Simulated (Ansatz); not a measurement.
## A computed series for CdSe: element substitutions

Start from CdSe in the zinc blende structure (space group F-43m, No. 216; a = 6.196 Å).

Each row replaces one element on all its sites; cell and atoms are relaxed.

Calculations: PBE/PAW in Ansatz (a program for electronic structure), without spin-orbit coupling.

```json
[
 {"change": "base", "shortest interatomic distance": "2.683 Å", "density": "5.34 g/cm³", "band gap": "0.49 eV"},
 {"change": "Se → Os", "shortest interatomic distance": "2.611 Å", "density": "9.17 g/cm³", "band gap": "zero"},
 {"change": "Se → S", "shortest interatomic distance": "2.566 Å", "density": "4.61 g/cm³", "band gap": "1.04 eV"},
 {"change": "Se → Br", "shortest interatomic distance": "?", "density": "?", "band gap": "zero"},
 {"change": "Se → Ru", "shortest interatomic distance": "2.599 Å", "density": "6.55 g/cm³", "band gap": "zero"}
]
```

### Question
What belongs in the blanks?

### Answer

- Se → Br, shortest interatomic distance: 2.973 Å
- Se → Br, density: 3.95 g/cm³

Spin-orbit coupling, missing from the scalar runs, can matter with Os. Stability against distortions was not tested. As relaxed here, CdOs, CdBr and CdRu are hypothetical phases, not in the database extracts checked. All final runs are without spin polarisation. An odd electron count without spin: CdBr. CdOs and CdRu have a high density of states at the Fermi level and may be magnetic at this level.
